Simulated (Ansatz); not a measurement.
CaF$_{2}$ (fluorite)

```
CELL_PARAMETERS angstrom
      0.00000     5.51101     5.51101
      2.75551     0.00000     2.75551
      2.75551     2.75551     0.00000
ATOMIC_POSITIONS crystal
  Ca 0.00000 0.00000 0.00000
  Ca 0.50000 0.00000 0.00000
  F  0.12500 0.25000 0.25000
  F  0.62500 0.25000 0.25000
  F  0.37500 0.75000 0.75000
  F  0.87500 0.75000 0.75000
```

A phonon eigenvector at L = (0.5, 0.0, 0.0) is frozen into this cell: atom i moves by Q times the vector below, so Q is the largest atomic displacement, in Å. The cell is held. It is one choice among 2 degenerate patterns. (q is in reciprocal vectors of the primitive cell; the cell shown is doubled to hold the pattern.)

| atom | x | y | z |
|---|---|---|---|
| Ca1 | 0.132 | -0.240 | 0.372 |
| Ca2 | -0.132 | 0.240 | -0.372 |
| F3 | -0.285 | 0.520 | -0.805 |
| F4 | 0.285 | -0.520 | 0.805 |
| F5 | 0.285 | -0.520 | 0.805 |
| F6 | -0.285 | 0.520 | -0.805 |

The numbers are results of PBE (plane waves to 420 eV, PAW, scalar-relativistic; Ansatz, a first-principles code), not measurements. k mesh 5×10×10 (Γ-centred), Fermi-Dirac smearing 0.05 eV. Energies are smeared free energies. CaF2 was relaxed with its symmetry unable to fall. The PAW data are Ansatz's earlier set. ΔE is measured from the undisplaced structure.

```csv
Q (Å),ΔE (meV/cell)
-0.1000,114.8
-0.0833,79.1
-0.0667,50.3
-0.0500,withheld
-0.0333,12.5
-0.0167,3.1
0.0000,0.0
0.0167,3.1
0.0333,12.5
0.0500,withheld
0.0667,50.3
0.0833,79.1
0.1000,114.8
```

Task: Fit an even polynomial form (powers 2, 4) to the given rows and predict ΔE at Q = 0.0500.

Result: Least squares on the 11 given rows: ΔE = (11190)·Q² + (29020)·Q⁴, in meV/cell with Q in Å; root-mean-square residual 0.04 meV/cell. At 0.0500 the fit gives 28.2 meV/cell; the calculation gives 28.1 meV/cell, so the interpolation is off by 0.1 (+0.4 %). The quadratic term alone would give 28.0 meV/cell.

(For displaced atoms, the force is minus the slope of the energy, and its curvature is a force constant, which sets phonon frequencies.)
